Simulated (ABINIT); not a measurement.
# CoO (P-6m2) in ABINIT: reference runs

Reference runs on CoO: the cell as given.

All numbers are computed with ABINIT 10.8.3 (patched build); they aren't measurements. Logs are shortened: lines on timing, memory, paths and dates and some standing lists are left out, and cuts for length are marked. The log counts tension as positive stress, the text compression.

## Step 1: Starting point

Symmetry: P-6m2, No. 187, hexagonal system. The conventional cell has a = 2.856 Å, b = 2.856 Å, c = 2.788 Å, α = 90.00°, β = 90.00°, γ = 120.00°. Co (site symmetry -6m2) has 6 O at 2.16 Å as nearest neighbours. O (site symmetry -6m2) has 6 Co at 2.16 Å as nearest neighbours.

Measurements of this composition are mostly on another form, of space group No. 225.

## Step 2: Single point, PBE, collinear spin, ferromagnetic start

File run.abi:

```
pp_dirpath "./"
pseudos "Co.GGA_PBE-JTH.xml, O.GGA_PBE-JTH.xml"

structure "poscar:POSCAR"
natom 2

ecut 707.496042 eV
pawecutdg 48.0
pawxcdev 0

kptopt 1
ngkpt 11 11 10
nshiftk 1
shiftk 0.0 0.0 0.0

ixc 11

nband 16
occopt 3
tsmear 0.00183747

nsppol 2
spinat
     0.0000000000     0.0000000000     3.0000000000
     0.0000000000     0.0000000000     0.0000000000

nstep 100
tolvrs 1.0e-9

iomode 3
prtwf 0
prteig 0
prtebands 0
prtden 1
prtvha 1
prtvclmb 1
prtpot 1
```

File POSCAR:

```
CoO
1.0
    2.8562992300      0.0000000000      0.0000000000
   -1.4281496100      2.4736276900      0.0000000000
    0.0000000000      0.0000000000      2.7876065300
Co O
1 1
Direct
    0.0000000000      0.0000000000      0.0000000000  Co
    0.6666666667      0.3333333333      0.5000000000  O
```

Potentials or basis: JTH PAW PBE v2.0.

Run with:

```
$ abinit run.abi > log 2>&1
```

run.abo:

```text
.Version 10.8.3 of ABINIT
 Symmetries : space group P-6 m 2 (#187); Bravais hP (primitive hexag.)
================================================================================
 Values of the parameters that define the memory need of the present run
     intxc =       0    ionmov =       0      iscf =      17    lmnmax =      18
     lnmax =       6     mgfft =      27  mpssoang =       3    mqgrid =    3001
     natom =       2  nloc_mem =       2    nspden =       2   nspinor =       1
    nsppol =       2      nsym =      12    n1xccc =       1    ntypat =       2
    occopt =       3   xclevel =       2
       mpw =         862          nfft =       19683          nkpt =          96
 PAW method is used; the additional fine FFT grid is defined by:
   mgfftf=        36    nfftf =     46656
================================================================================
================================================================================

--------------------------------------------------------------------------------
------------- Echo of variables that govern the present computation ------------
--------------------------------------------------------------------------------
 -outvars: echo values of preprocessed input variables --------
            acell      1.0000000000E+00  1.0000000000E+00  1.0000000000E+00 Bohr
              amu      5.89332000E+01  1.59994000E+01
             ecut      2.60000000E+01 Hartree
                       outvar_i_n : Printing only first  50 k-points.
              ixc          11
                       outvar_i_n : Printing only first  50 k-points.
         kptrlatt       11    0    0      0   11    0      0    0   10
          kptrlen      5.26781289E+01
            natom           2
            nband          16
            ngfft          27      27      27
          ngfftdg          36      36      36
             nkpt          96
           nspden           2
           nsppol           2
            nstep         100
             nsym          12
           ntypat           2
                       prtocc : prtvol=0, do not print more k-points.
                       1.000000  1.000000  1.000000  1.000000  1.000000  1.000000
                       1.000000  1.000000  1.000000  1.000000  1.000000  1.000000
                       0.000000  0.000000  0.000000  0.000000
                       1.000000  1.000000  1.000000  1.000000  1.000000  1.000000
                       1.000000  1.000000  1.000000  1.000000  1.000000  1.000000
                       0.000000  0.000000  0.000000  0.000000
                       1.000000  1.000000  1.000000  1.000000  1.000000  1.000000
                       1.000000  1.000000  1.000000  1.000000  1.000000  1.000000
                       0.000000  0.000000  0.000000  0.000000
                       1.000000  1.000000  1.000000  1.000000  1.000000  1.000000
                       1.000000  1.000000  1.000000  1.000000  1.000000  1.000000
                       0.000000  0.000000  0.000000  0.000000
                       1.000000  1.000000  1.000000  1.000000  1.000000  1.000000
                       1.000000  1.000000  1.000000  1.000000  1.000000  1.000000
                       0.000000  0.000000  0.000000  0.000000
                       1.000000  1.000000  1.000000  1.000000  1.000000  1.000000
                       1.000000  1.000000  1.000000  1.000000  1.000000  1.000000
[... 118 lines left out ...]
                       1.000000  1.000000  1.000000  1.000000  1.000000  1.000000
                       1.000000  1.000000  1.000000  1.000000  1.000000  1.000000
[... 207 lines left out ...]
  -3.20350   -1.85883   -1.84896   -1.84896   -0.37237    0.19458    0.19458    0.21446
   0.23607    0.26015    0.26015    0.33010    0.33010    0.38406    0.89298    0.95394
      occupation numbers for kpt#   1
   1.00000    1.00000    1.00000    1.00000    1.00000    1.00000    1.00000    1.00000
   1.00000    1.00000    1.00000    1.00000    1.00000    0.00023    0.00000    0.00000
 prteigrs : prtvol=0 or 1, do not print more k-points.

 Eigenvalues (hartree) for nkpt=  96  k points, SPIN DOWN:
 kpt#   1, nband= 16, wtk=  0.00083, kpt=  0.0000  0.0000  0.0000 (reduced coord)
  -3.09018   -1.74230   -1.74144   -1.74144   -0.34931    0.24293    0.24293    0.25975
   0.27414    0.38111    0.38111    0.39628    0.39628    0.40640    0.90743    0.97582
      occupation numbers for kpt#   1
   1.00000    1.00000    1.00000    1.00000    1.00000    1.00000    1.00000    1.00000
   1.00000    0.00115    0.00115    0.00000    0.00000    0.00000    0.00000    0.00000
 prteigrs : prtvol=0 or 1, do not print more k-points.

--- !EnergyTerms
iteration_state     : {dtset: 1, }
comment             : Components of total free energy in Hartree
kinetic             :  1.91422267316828E+01
hartree             :  4.30518463823971E+01
xc                  : -5.99300568622289E+00
Ewald energy        : -1.05225291521094E+02
psp_core            :  3.41115732397562E+00
local_psp           : -1.43802142059726E+02
PAW spherical_terms :  2.69034909862742E+01
internal            : -1.62511717842713E+02
'-kT*entropy'       : -1.04216531633732E-03
total_energy        : -1.62512760008029E+02
total_energy_eV     : -4.42219748247890E+03
...

--- !EnergyTermsDC
iteration_state     : {dtset: 1, }
comment             : '"Double-counting" decomposition of free energy'
band_energy         : -1.45779246774577E+01
Ewald energy        : -1.05225291521094E+02
psp_core            :  3.41115732397562E+00
xc_dc               : -4.12511220819626E+01
PAW spherical_terms : -4.86853837242551E+00
internal            : -1.62511719328964E+02
'-kT*entropy'       : -1.04216531633732E-03
total_energy_dc     : -1.62512761494280E+02
total_energy_dc_eV  : -4.42219752292185E+03
...

--- !EnergyTermsWithPAWCore
iteration_state     : {dtset: 1, }
comment             : 'Components of total free energy, including PAW core contributions'
Total energy        : -1.46866615758209E+03
Total energy DC     : -1.46866615906834E+03
Total energy (eV)   : -3.99644420803671E+04
Total energy DC (eV): -3.99644421208100E+04
...

 Cartesian components of stress tensor (hartree/bohr^3)
  sigma(1 1)=  2.27644073E-04  sigma(3 2)=  0.00000000E+00
  sigma(2 2)=  2.27644157E-04  sigma(3 1)=  0.00000000E+00
  sigma(3 3)=  3.79651450E-04  sigma(2 1)= -5.23367179E-11

-Cartesian components of stress tensor (GPa)         [Pressure= -8.1883E+00 GPa]
- sigma(1 1)=  6.69751987E+00  sigma(3 2)=  0.00000000E+00
- sigma(2 2)=  6.69752233E+00  sigma(3 1)=  0.00000000E+00
- sigma(3 3)=  1.11697313E+01  sigma(2 1)= -1.53979940E-06

== END DATASET(S) ==============================================================
================================================================================

 -outvars: echo values of variables after computation  --------
            acell      1.0000000000E+00  1.0000000000E+00  1.0000000000E+00 Bohr
           etotal     -1.6251276149E+02
            fcart     -1.5963442185E-26 -5.5298985623E-27 -0.0000000000E+00
                       1.5963442185E-26  5.5298985623E-27 -0.0000000000E+00
            rprim      5.3976232783E+00  0.0000000000E+00  0.0000000000E+00
                      -2.6988116297E+00  4.6744788716E+00  0.0000000000E+00
                       0.0000000000E+00  0.0000000000E+00  5.2678128885E+00
           strten      2.2764407345E-04  2.2764415698E-04  3.7965145049E-04
                       0.0000000000E+00  0.0000000000E+00 -5.2336717938E-11
           xangst      0.0000000000E+00  0.0000000000E+00  0.0000000000E+00
                       1.4281496167E+00  8.2454256333E-01  1.3938032650E+00
             xred      0.0000000000E+00  0.0000000000E+00  0.0000000000E+00
                       6.6666666667E-01  3.3333333333E-01  5.0000000000E-01
 Calculation completed.
```

It took 2.5 min on 1 thread of Arm Neoverse V1, shared host; peak memory 0.19 GiB.

Results:

* Free energy: -4422.1975 eV
* Pressure: -8.2 GPa
* Band gap on the k mesh: none (metal or under the smearing width)
* Net moment: 3.00 μB per cell
* Site moments: Co +2.58; O +0.37 μB
* Valence electrons inside the program's atomic spheres: Co 15.24; O 4.50

Caveat: a cell with one magnetic atom can't hold antiferromagnetic order, which such compounds often take; semilocal functionals often make such compounds metallic where correlation or magnetic order opens a gap, which also shifts bond lengths. With open d or f shells a metallic result of PBE can be an artefact of self-interaction; +U or a hybrid may open a gap.
